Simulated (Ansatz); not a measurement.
Reaction (hydrogen abstraction from a C–H bond): `CCOCC` + `[SiH3]`• → `[CH2]COCC`• + SiH₄

Gas-phase electronic energies from Ansatz, PBE0-D4/def2-TZVP geometries. CBS: MP2 limit from def2 TZ/QZ plus the TZ coupled-cluster correction, frozen cores. This one scheme is used for every species. Open shells (•) are unrestricted, without spin–orbit coupling. Each species was taken in one conformer, which may not be the lowest.

```
     species  CCSD/CBS(def2) energy (Eh)
     `CCOCC`                  -233.35516
   `[SiH3]`•                  -290.80455
`[CH2]COCC`•                  -232.67927
        SiH₄                  -291.45922
```

(1) Work out ΔE.

Largest T1 diagnostic among the species: 0.015.

Answers

(1) ΔE = (-232.67927) + (-291.45922) − (-233.35516) − (-290.80455) = 0.02122 Eh = +13.3 kcal/mol. CCSD(T)/CBS gives +13.9 kcal/mol.

In def2-TZVPP, CCSD(T) changes the Hartree–Fock value by +5.2 kcal/mol (the triples alone add +0.6 kcal/mol) and MP2 by +7.4 kcal/mol.
